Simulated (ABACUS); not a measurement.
Wanted: the native input for an ABACUS 3.10.1 run.

* Task: relaxation of cell and atoms
* Functional: r2SCAN
* Potentials or basis: SG15 ONCV 1.2 PBE
* Cutoff: 1361 eV
* Density cutoff: 5442 eV
* Basis: DZP LCAO (the cutoffs set its grid)
* k mesh: 10 × 10 × 10
* Occupations: fermi-dirac, width 0.05 eV
* Spin: collinear spin, ferromagnetic start
* Starting moments: [1.0] μB
* Orbital files: Ni Ni_confined-atom_7au_3s2p2d1f.orb
* Max steps of the relaxation: 60
* Force threshold: 0.01 eV/Å
* Optimiser: cg
* Stress threshold: 0.5 kbar
* Radial cutoff of the potentials (pseudo_rcut): 10 bohr
* SCF threshold on the density: 1e-07
* Max SCF steps: 100
* Eigensolver: genelpa
* Mixing: broyden
* Mixing share: 0.4
* Symmetry key: 1

Ni:

```
Ni
1.0
     0.00000    1.73757    1.73757
     1.73757    0.00000    1.73757
     1.73757    1.73757    0.00000
Ni
1
Direct
  0.00000 0.00000 0.00000
```

The input as run:

INPUT

```
INPUT_PARAMETERS
suffix              Ni
calculation         cell-relax
basis_type          lcao
pseudo_dir          ./
orbital_dir         ./
symmetry            1
dft_functional      MGGA_X_R2SCAN+MGGA_C_R2SCAN
ecutwfc             100
pseudo_rcut         10
nspin               2
nbands              14
ks_solver           genelpa
smearing_method     fd
smearing_sigma      0.00367493
scf_thr             1e-07
scf_nmax            100
mixing_type         broyden
mixing_beta         0.4
cal_force           1
cal_stress          1
mixing_tau          1
out_mul             1
relax_nmax          60
force_thr_ev        0.01
relax_method        cg
out_stru            1
stress_thr          0.5
```

STRU

```
ATOMIC_SPECIES
Ni 58.6934 Ni_ONCV_PBE-1.2.upf

NUMERICAL_ORBITAL
Ni_confined-atom_7au_3s2p2d1f.orb

LATTICE_CONSTANT
1.8897261246

LATTICE_VECTORS
0.0000000000 1.7375729330 1.7375729330
1.7375729330 0.0000000000 1.7375729330
1.7375729330 1.7375729330 0.0000000000

ATOMIC_POSITIONS
Direct

Ni
0.0
1
0.0000000000 0.0000000000 0.0000000000 1 1 1 mag 1
```

KPT

```
K_POINTS
0
Gamma
10 10 10 0 0 0
```

Potentials or basis: SG15 ONCV 1.2 PBE, DZP LCAO (the cutoffs set its grid).

Run with:

```bash
$ OMP_NUM_THREADS=1 mpirun -np 4 abacus > log
```

Results of the run:

```yaml
Relaxed_volume: 10.56 Å³/atom
Relaxed_cell: a = 2.463 Å, b = 2.463 Å, c = 2.463 Å, α = 60.00°, β = 60.00°, γ = 60.00°
Space_group_after_relaxing_to_0.05_Å: Fm-3m (No. 225)
Energy_gained_by_relaxing: 0.3 meV/atom
Ionic_steps: 3
Pressure_after_relaxing: 0.0 GPa
Net_moment: 0.73 μB per cell
Absolute_moment: 0.88 μB per cell
Site_moments: Ni +0.73 μB
```

Caveat: the atomic orbitals were generated for these runs and aren't a published set; the potentials were made for another functional, which shifts forces and pressure; the basis of atomic orbitals isn't converged, which shifts pressures, moduli and gaps.

It took 110 s on 4 MPI ranks on Intel(R) Xeon(R) 6975P-C (Granite Rapids), with other jobs on the host, peak memory 0.4 GiB a rank.
